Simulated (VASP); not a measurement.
Output of a VASP run:

**OUTCAR**
```
 ion  position               nearest neighbor table
   1  0.000  0.000  0.000-   3 2.69   3 2.69   3 2.69   2 2.69   3 2.69   2 2.69   2 2.69   2 2.69
  LATTYP: Found a face centered cubic cell.
 ALAT       =     6.2150038664
 Subroutine PRICEL returns:
 Original cell was already a primitive cell.
 Subroutine GETGRP returns: Found 48 space group operations
The static configuration has the point symmetry O_h .
The dynamic configuration has the point symmetry O_h .
 Subroutine INISYM returns: Found 48 space group operations
 Subroutine IBZKPT returns following result:
 Found     20 irreducible k-points:

 Following reciprocal coordinates:
            Coordinates               Weight
  0.000000  0.000000  0.000000      1.000000
  0.142857  0.000000  0.000000      8.000000
  0.285714  0.000000  0.000000      8.000000
  0.428571  0.000000  0.000000      8.000000
  0.142857  0.142857  0.000000      6.000000
  0.285714  0.142857  0.000000     24.000000
  0.428571  0.142857  0.000000     24.000000
 -0.428571  0.142857  0.000000     24.000000
 -0.285714  0.142857  0.000000     24.000000
 -0.142857  0.142857  0.000000     12.000000
  0.285714  0.285714  0.000000      6.000000
  0.428571  0.285714  0.000000     24.000000
 -0.428571  0.285714  0.000000     24.000000
 -0.285714  0.285714  0.000000     12.000000
  0.428571  0.428571  0.000000      6.000000
 -0.428571  0.428571  0.000000     12.000000
  0.428571  0.285714  0.142857     24.000000
 -0.428571  0.285714  0.142857     48.000000
 -0.428571  0.428571  0.142857     24.000000
 -0.285714  0.428571  0.142857     24.000000
   k-points           NKPTS =     20   k-points in BZ     NKDIM =     20   number of bands    NBANDS=     16
   number of dos      NEDOS =    601   number of ions     NIONS =      3
   total plane-waves  NPLWV =  46656
   dimension x,y,z NGX =    36 NGY =   36 NGZ =   36
   dimension x,y,z NGXF=    72 NGYF=   72 NGZF=   72
   ions per type =               1   2
   PREC   = accura    normal or accurate (medium, high low for compatibility)
   ISTART =      0    job   : 0-new  1-cont  2-samecut
   ICHARG =      2    charge: 1-file 2-atom 10-const
   ISPIN  =      1    spin polarized calculation?
   LNONCOLLINEAR =      F non collinear calculations
   LSORBIT =      F    spin-orbit coupling
   INIWAV =      1    electr: 0-lowe 1-rand  2-diag
   ENCUT  =  520.0 eV  38.22 Ry    6.18 a.u.   8.17  8.17  8.17*2*pi/ulx,y,z
   NELM   =    100;   NELMIN=  2; NELMDL= -5     # of ELM steps
   EDIFF  = 0.1E-06   stopping-criterion for ELM
   LREAL  =      F    real-space projection
   NLSPLINE    = F    spline interpolate recip. space projectors
   LMAXMIX     =    4 max onsite mixed and CHGCAR
   VOSKOWN=      0    Vosko Wilk Nusair interpolation
   EDIFFG = 0.1E-05   stopping-criterion for IOM
   NSW    =      0    number of steps for IOM
   NBLOCK =      1;   KBLOCK =      1    inner block; outer block
   IBRION =     -1    ionic relax: 0-MD 1-quasi-New 2-CG
   NFREE  =      0    steps in history (QN), initial steepest desc. (CG)
   ISIF   =      2    stress and relaxation
   ISYM   =      2    0-nonsym 1-usesym 2-fastsym
   TEIN   =    0.0    initial temperature
   TEBEG  =    0.0;   TEEND  =   0.0 temperature during run
   SMASS  =  -3.00    Nose mass-parameter (am)
   PSTRESS=    0.0 pullay stress
   NELECT =      24.0000    total number of electrons
   EFERMI =   0.00;   METHOD = LEGACY
   ISMEAR =    -5;   SIGMA  =   0.20  broadening in eV -4-tet -1-fermi 0-gaus
   IALGO  =     38    algorithm
   LDIAG  =      T    sub-space diagonalisation (order eigenvalues)
   IMIX   =      4    mixing-type and parameters
     AMIX     =   0.40;   BMIX     =  1.00
     AMIX_MAG =   1.60;   BMIX_MAG =  1.00
     AMIN     =   0.10
   GGA     = CX    functional components
   VOSKOWN =     0    Vosko Wilk Nusair interpolation
   LHFCALC =     F    Hartree Fock is set to
   LHFONE  =     F    Hartree Fock one center treatment
   AEXX    =    0.0000 exact exchange contribution
...
```

**OSZICAR**
```
       N       E                     dE             d eps       ncg     rms          rms(c)
DAV:   1     0.162515254659E+03    0.16252E+03   -0.13455E+04   640   0.140E+03
DAV:   2    -0.626058911382E+01   -0.16878E+03   -0.16605E+03   800   0.295E+02
DAV:   3    -0.127778052162E+02   -0.65172E+01   -0.65100E+01   912   0.653E+01
DAV:   4    -0.128701778475E+02   -0.92373E-01   -0.92359E-01   744   0.654E+00
DAV:   5    -0.128741685556E+02   -0.39907E-02   -0.39907E-02   944   0.901E-01    0.829E+00
DAV:   6    -0.112144069637E+02    0.16598E+01   -0.90468E+00   640   0.237E+01    0.433E+00
DAV:   7    -0.112053445860E+02    0.90624E-02   -0.33370E-01   840   0.538E+00    0.220E+00
DAV:   8    -0.112273180273E+02   -0.21973E-01   -0.62036E-02   736   0.302E+00    0.296E-01
DAV:   9    -0.112389220483E+02   -0.11604E-01   -0.18809E-02   792   0.100E+00    0.159E-01
DAV:  10    -0.112428987913E+02   -0.39767E-02   -0.68786E-03   648   0.578E-01    0.349E-02
DAV:  11    -0.112429070591E+02   -0.82678E-05   -0.13589E-04   824   0.107E-01    0.151E-02
DAV:  12    -0.112429744657E+02   -0.67407E-04   -0.10881E-04   648   0.926E-02    0.708E-03
DAV:  13    -0.112429741269E+02    0.33876E-06   -0.25043E-06   880   0.119E-02    0.309E-03
DAV:  14    -0.112429749240E+02   -0.79702E-06   -0.14506E-06   664   0.112E-02    0.115E-03
DAV:  15    -0.112429749229E+02    0.10050E-08   -0.21639E-07   808   0.333E-03
   1 F= -.11242975E+02 E0= -.11242975E+02  d E =0.000000E+00
```

File OUTCAR:
```
------------------------ aborting loop because EDIFF is reached ----------------------------------------
  FORCE on cell =-STRESS in cart. coord.  units (eV):
  Direction    XX          YY          ZZ          XY          YZ          ZX
  --------------------------------------------------------------------------------------
  Total       -0.0276447     -0.0276447     -0.0276447      0.0000000     -0.0000000     -0.0000000
  in kB       -0.7380028     -0.7380028     -0.7380028      0.0000000     -0.0000000     -0.0000000
  external PRESSURE =      -0.7380028 kB  Pullay stress =       0.0000000 kB
  volume of cell :       60.02
      direct lattice vectors                 reciprocal lattice vectors
     0.000000000  3.107501933  3.107501933    -0.160900946  0.160900946  0.160900946
     3.107501933  0.000000000  3.107501933     0.160900946 -0.160900946  0.160900946
     3.107501933  3.107501933  0.000000000     0.160900946  0.160900946 -0.160900946
 POSITION                                       TOTAL-FORCE (eV/Angst)
 -----------------------------------------------------------------------------------
      0.00000      0.00000      0.00000        -0.000000     -0.000000     -0.000000
      1.55375      1.55375      1.55375        -0.000000     -0.000000     -0.000000
      4.66125      4.66125      4.66125         0.000000      0.000000      0.000000
 -----------------------------------------------------------------------------------
    total drift:                                0.000000      0.000000      0.000000
  FREE ENERGIE OF THE ION-ELECTRON SYSTEM (eV)
  ---------------------------------------------------
  free  energy   TOTEN  =       -11.2429749229 eV

  energy  without entropy=      -11.2429749229  energy(sigma->0) =      -11.24297492

 total charge

# of ion       s       p       d       tot
------------------------------------------
    1        1.999   5.645   0.226   7.871
    2        1.730   4.356   0.000   6.086
    3        1.730   4.356   0.000   6.086
--------------------------------------------------
tot          5.459  14.357   0.226  20.042

 Electric field gradients after diagonalization (V/A^2)
 (convention: |V_zz| > |V_xx| > |V_yy|)
----------------------------------------------------------------------
 ion       V_xx      V_yy      V_zz     asymmetry (V_yy - V_xx)/ V_zz
----------------------------------------------------------------------
   1      -0.000    -0.000     0.000       0.000
   2       0.004     0.004    -0.008       0.000
   3       0.004     0.004    -0.008       0.000
```
(Selected blocks of OUTCAR.)

### POSCAR
```
BaF2
1
   -0.0000000000     3.1075019332     3.1075019332
    3.1075019332     0.0000000000     3.1075019332
    3.1075019332     3.1075019332     0.0000000000
Ba F
1 2
Direct
  0.0000000000   1.0000000000   0.0000000000
  0.2500000000   0.2500000000   0.2500000000
  0.7500000000   0.7500000000   0.7500000000
```

Write an INCAR and KPOINTS that could have produced this output.

This is not unique; one that fits is the input of the run itself, vdW-DF-cx, plane waves, VASP's PBE PAW potentials (set 64).

### INCAR
```
SYSTEM = BaF2
PREC = Accurate
ENCUT = 520
EDIFF = 1E-7
NELM = 100
ALGO = Normal
LREAL = .FALSE.
LASPH = .TRUE.
ISMEAR = -5
GGA = CX
LUSE_VDW = .TRUE.
AGGAC = 0.0
LMAXMIX = 4
LWAVE = .FALSE.
LCHARG = .TRUE.
LORBIT = 11
NEDOS = 601
ISIF = 2
LEFG = .TRUE.
```

KPOINTS:
```
Automatic mesh
0
G
7 7 7
0 0 0
```

POTCAR, in this order: Ba_sv F (PBE.64 set). Program: vasp_std.

The compound is BaF2 in the fluorite structure. It was relaxed first.
